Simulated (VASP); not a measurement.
# SnTe (F-43m) in VASP: notebook

Runs on SnTe. Level: HSE06. Tasks: single point.

Program: VASP 6.6.1. These are calculated values, not measurements. Logs are shortened: lines on timing, memory, paths and dates and some standing lists are left out, and cuts for length are marked.

## (1) The crystal as given

It takes space group F-43m (No. 216, cubic). The conventional cell has a = 7.222 Å, b = 7.222 Å, c = 7.222 Å, α = 90.00°, β = 90.00°, γ = 90.00°. Te (site symmetry -43m) has 4 Sn at 3.13 Å as nearest neighbours. Sn (site symmetry -43m) has 4 Te at 3.13 Å as nearest neighbours.

Measurements of this composition are mostly on another form, of space group No. 225.

## (2) Single point, HSE06

Input file POSCAR:

```
SnTe
1.0
    0.0000000000      3.6111460000      3.6111460000
    3.6111460000      0.0000000000      3.6111460000
    3.6111460000      3.6111460000      0.0000000000
Te Sn
1 1
Direct
    0.2500000000      0.2500000000      0.2500000000
    0.0000000000      0.0000000000      0.0000000000
```

Input file INCAR.step1:

```
ALGO = Normal
EDIFF = 1E-5
ENCUT = 280
GGA = PE
ISIF = 2
ISMEAR = 0
LASPH = True
LREAL = False
LWAVE = True
NBANDS = 18
NELM = 100
NKRED = 1
PREC = Accurate
SIGMA = 0.01
```

Input file INCAR.step2:

```
ALGO = Normal
EDIFF = 1E-6
ENCUT = 280
GGA = PE
HFSCREEN = 0.2
ISIF = 2
ISMEAR = 0
ISTART = 1
LASPH = True
LCHARG = False
LHFCALC = True
LREAL = False
LWAVE = False
NBANDS = 18
NELM = 100
NKRED = 1
PREC = Accurate
PRECFOCK = Fast
SIGMA = 0.01
```

Input file KPOINTS:

```
k-points
0
Gamma
  2 2 2
```

Potentials or basis: VASP PAW PBE potentials, release 64 (Te, Sn_d).

Command:

```console
$ cat potpaw_PBE.64/Te/POTCAR potpaw_PBE.64/Sn_d/POTCAR > POTCAR
$ cp INCAR.step1 INCAR
$ mpirun -np 1 vasp_std > vasp.out
$ cp INCAR.step2 INCAR
$ mpirun -np 1 vasp_std > vasp.out
```

OUTCAR:

```text
EDIFF = 1E-6
   ENCUT = 280
   GGA = PE
   HFSCREEN = 0.2
   ISIF = 2
   ISMEAR = 0
   ISTART = 1
   LASPH = True
   LHFCALC = True
   LREAL = False
   NELM = 100
   NKRED = 1
   PREC = Accurate
   PRECFOCK = Fast

 Found      3 irreducible k-points:

 Following reciprocal coordinates:
            Coordinates               Weight
  0.000000  0.000000  0.000000      1.000000
  0.500000  0.000000  0.000000      4.000000
  0.500000  0.500000  0.000000      3.000000
   k-points           NKPTS =      3   k-points in BZ     NKDIM =      8   number of bands    NBANDS=     18
   number of dos      NEDOS =    301   number of ions     NIONS =      2
   total plane-waves  NPLWV =  21952
   dimension x,y,z NGX =    28 NGY =   28 NGZ =   28
   dimension x,y,z NGXF=    56 NGYF=   56 NGZF=   56
   ions per type =               1   1
   NGX,Y,Z   is equivalent  to a cutoff of   9.11,  9.11,  9.11 a.u.
   NGXF,Y,Z  is equivalent  to a cutoff of  18.23, 18.23, 18.23 a.u.
 SYSTEM =  unknown system
   PREC   = accura    normal or accurate (medium, high low for compatibility)
   ISTART =      1    job   : 0-new  1-cont  2-samecut
   ICHARG =      0    charge: 1-file 2-atom 10-const
   ISPIN  =      1    spin polarized calculation?
   LNONCOLLINEAR =      F non collinear calculations
   LSORBIT =      F    spin-orbit coupling
   LASPH  =      T    aspherical Exc in radial PAW
   ENCUT  =  280.0 eV  20.58 Ry    4.54 a.u.   6.97  6.97  6.97*2*pi/ulx,y,z
   NELM   =    100;   NELMIN=  2; NELMDL=  0     # of ELM steps
   EDIFF  = 0.1E-05   stopping-criterion for ELM
   LREAL  =      F    real-space projection
   EDIFFG = 0.1E-04   stopping-criterion for IOM
   NSW    =      0    number of steps for IOM
   IBRION =     -1    ionic relax: 0-MD 1-quasi-New 2-CG
   NFREE  =      0    steps in history (QN), initial steepest desc. (CG)
   ISIF   =      2    stress and relaxation
   ISYM   =      3    0-nonsym 1-usesym 2-fastsym
   POTIM  = 0.5000    time-step for ionic-motion
   TEBEG  =    0.0;   TEEND  =   0.0 temperature during run
   PSTRESS=    0.0 pullay stress
   NELECT =      20.0000    total number of electrons
   NUPDOWN=      -1.0000    fix difference up-down
   EMIN   =  10.00;   EMAX   =-10.00  energy-range for DOS
   EFERMI =   0.00;   METHOD = LEGACY
   ISMEAR =     0;   SIGMA  =   0.01  broadening in eV -4-tet -1-fermi 0-gaus
   EFERMI_NEDOS =   21; number of points for ismear=-14 and -15
   IALGO  =     38    algorithm
   IMIX   =      1    mixing-type and parameters
     AMIX     =   0.40;   BMIX     =  1.00
     AMIX_MAG =   1.60;   BMIX_MAG =  1.00
  volume/ion in A,a.u.               =      47.09       317.78
  Fermi-wavevector in a.u.,A,eV,Ry     =   0.976704  1.845704 12.979296  0.953951
  Thomas-Fermi vector in A             =   2.107344
   LORBIT       =      0    0 simple, 1 ext, 2 COOP (PROOUT), +10 PAW based schemes
   GGA     = PE    functional components
   LHFCALC =     T    Hartree Fock is set to
   PRECFOCK=fast      Normal, Fast or Accurate (Low or Medium for compatibility)
   ENCUT4O =  -1.0   cutoff for four orbital integrals eV
   NKREDX  =     1    reduce k-point grid by
   NKREDY  =     1    reduce k-point grid by
   NKREDZ  =     1    reduce k-point grid by
   AEXX    =    0.2500 exact exchange contribution
   HFSCREEN=    0.2000 screening length (either q_TF or 0.3 A-1)
   HFSCREENC=   0.2000 screening length for correlation (either q_TF or 0.3 A-1)
   ENCUTFOCK=  -1.0 apply spherical cutoff to Coloumb kernel
   IVDW    =     0    specifies the selected vdW correction
   LEPSILON=     F    determine dielectric tensor
   LRPA    =     F    only Hartree local field effects (RPA)
 non-spin polarized calculation
 Gauss-broadening in eV      SIGMA  =   0.01
  energy-cutoff  :      280.00
  volume of cell :       94.18
 maximum number of plane-waves:      1008
 NGX is ok and might be reduce to    28
  NGX = 16; NGY = 16; NGZ = 16

 number of electron      19.9999963 magnetization

 Free energy of the ion-electron system (eV)
  ---------------------------------------------------
  ext. energy  EPLUGINS =         0.00000000
  ---------------------------------------------------
  free energy    TOTEN  =        -8.90701307 eV

  energy without entropy =       -8.90701307  energy(sigma->0) =       -8.90701307

 E-fermi :   2.2302     XC(G=0):  -6.3015

 val. band max:        2.1434130171   @ k =   0.5000   0.5000   0.0000
 cond. band min:       3.4406865427   @ k =   0.5000   0.5000   0.0000
 fundamental gap:      1.2972735257
 Fermi energy:         2.2302451197

 k-point     1 :       0.0000    0.0000    0.0000
  band No.  band energies     occupation
      1     -21.1896      2.00000
      2     -21.1896      2.00000
      3     -21.1896      2.00000
      4     -21.1781      2.00000
      5     -21.1781      2.00000
      6      -9.8274      2.00000
      7      -2.6641      2.00000
      8       0.6407      2.00000
      9       0.6407      2.00000
     10       0.6407      2.00000
     11       4.3894      0.00000
     12       4.3894      0.00000
     13       4.3895      0.00000
     14       7.4391      0.00000
     15      10.0208      0.00000
     16      10.0208      0.00000
     17      11.1661      0.00000
     18      11.1661      0.00000

 k-point     2 :       0.5000    0.0000    0.0000
  band No.  band energies     occupation
      1     -21.1901      2.00000
      2     -21.1881      2.00000
      3     -21.1881      2.00000
      4     -21.1782      2.00000
      5     -21.1782      2.00000
      6      -9.2115      2.00000
      7      -4.8131      2.00000
      8       0.0855      2.00000
      9       0.0855      2.00000
     10       0.7220      2.00000
     11       5.2427      0.00000
     12       5.2427      0.00000
     13       6.9422      0.00000
     14       9.0573      0.00000
     15       9.8391      0.00000
     16      10.5031      0.00000
     17      10.5031      0.00000
     18      11.7885      0.00000

 k-point     3 :       0.5000    0.5000    0.0000
  band No.  band energies     occupation
      1     -21.1923      2.00000
      2     -21.1863      2.00000
      3     -21.1863      2.00000
      4     -21.1793      2.00000
      5     -21.1773      2.00000
      6      -8.9601      2.00000
      7      -5.2334      2.00000
      8      -0.6070      2.00000
      9      -0.6070      2.00000
     10       2.1434      2.00000
     11       3.4407      0.00000
     12       7.5082      0.00000
     13       7.5082      0.00000
     14       8.8404      0.00000
     15       9.9495      0.00000
     16      11.7916      0.00000
     17      11.7916      0.00000
     18      12.1455      0.00000

------------------------ aborting loop because EDIFF is reached ----------------------------------------

  FORCE on cell =-STRESS in cart. coord.  units (eV):
  Direction    XX          YY          ZZ          XY          YZ          ZX
  --------------------------------------------------------------------------------------
  -------------------------------------------------------------------------------------
  Total       -1.4262520     -1.4262520     -1.4262520      0.0000000      0.0000000      0.0000000
  in kB      -24.2628438    -24.2628438    -24.2628438      0.0000000      0.0000000      0.0000000
  external PRESSURE =     -24.2628438 kB  Pullay stress =       0.0000000 kB

 VOLUME and BASIS-vectors are now :
 -----------------------------------------------------------------------------
  energy-cutoff  :      280.00
  volume of cell :       94.18
      direct lattice vectors                 reciprocal lattice vectors
     0.000000000  3.611146000  3.611146000    -0.138460201  0.138460201  0.138460201
     3.611146000  0.000000000  3.611146000     0.138460201 -0.138460201  0.138460201
     3.611146000  3.611146000  0.000000000     0.138460201  0.138460201 -0.138460201

 POSITION                                       TOTAL-FORCE (eV/Angst)
 -----------------------------------------------------------------------------------
      1.80557      1.80557      1.80557        -0.000000     -0.000000     -0.000000
      0.00000      0.00000      0.00000         0.000000      0.000000      0.000000
 -----------------------------------------------------------------------------------
    total drift:                                0.000044      0.000016      0.000015

  FREE ENERGIE OF THE ION-ELECTRON SYSTEM (eV)
  ---------------------------------------------------
  free  energy   TOTEN  =        -8.9070130683 eV

  energy  without entropy=       -8.9070130683  energy(sigma->0) =       -8.90701307
```

Run time: 15 s. Hardware: 1 thread of Intel Xeon Platinum 8488C (Sapphire Rapids), shared host; peak memory 0.24 GiB.

These settings aren't checked as converged: the numbers below hold their error.

Results:

- Free energy: -8.9070 eV
- Pressure: -2.4 GPa
- Band gap on the k mesh: 1.30 eV, direct

Caveat: the k mesh is coarse (spacing up to 0.75 Å⁻¹), so the values aren't converged, least of all with exact exchange; the cutoff is under 1.25 times the usual one of these potentials, so pressure, stress and relaxed cells hold a basis-set (Pulay) error; the PAW data sets were made with another functional, which shifts forces and pressure a little; spin-orbit coupling is left out, which moves the levels of the heavy elements.

## (3) Single point, HSE06

POSCAR is that of step 2.

Edit INCAR.step1 of step 2 so:

```diff
@@ -2,3 +2,3 @@
 EDIFF = 1E-5
-ENCUT = 280
+ENCUT = 340
 GGA = PE
```

Edit INCAR.step2 of step 2 so:

```diff
@@ -2,3 +2,3 @@
 EDIFF = 1E-6
-ENCUT = 280
+ENCUT = 340
 GGA = PE
```

KPOINTS is that of step 2.

Potentials or basis: VASP PAW PBE potentials, release 64 (Te, Sn_d).

Command:

```console
$ cat potpaw_PBE.64/Te/POTCAR potpaw_PBE.64/Sn_d/POTCAR > POTCAR
$ cp INCAR.step1 INCAR
$ mpirun -np 1 vasp_std > vasp.out
$ cp INCAR.step2 INCAR
$ mpirun -np 1 vasp_std > vasp.out
```

Wall time 19 s (1 thread of Intel Xeon Platinum 8488C (Sapphire Rapids), shared host); peak memory 0.27 GiB.

The run converged, but some of its settings lie outside the range that counts as converged, so its numbers aren't taken as properties of the crystal.

Results:

* Free energy: -8.9118 eV
* Pressure: -2.5 GPa
* Band gap on the k mesh: 1.30 eV, direct

Caveat: the k mesh is coarse (spacing up to 0.75 Å⁻¹), so the values aren't converged, least of all with exact exchange; the PAW data sets were made with another functional, which shifts forces and pressure a little; spin-orbit coupling is left out, which moves the levels of the heavy elements.

## (4) The reference run

An earlier run on the cell as given: functional PBEsol; potentials or basis VASP PAW PBE potentials, release 64 (Te, Sn_d); cutoff 520 eV; k mesh 7 × 7 × 7; occupations fermi-dirac, width 0.05 eV; no spin polarisation.

* Pressure: -1.4 GPa
* Band gap on the k mesh: 0.28 eV, indirect (least direct gap 0.79 eV)
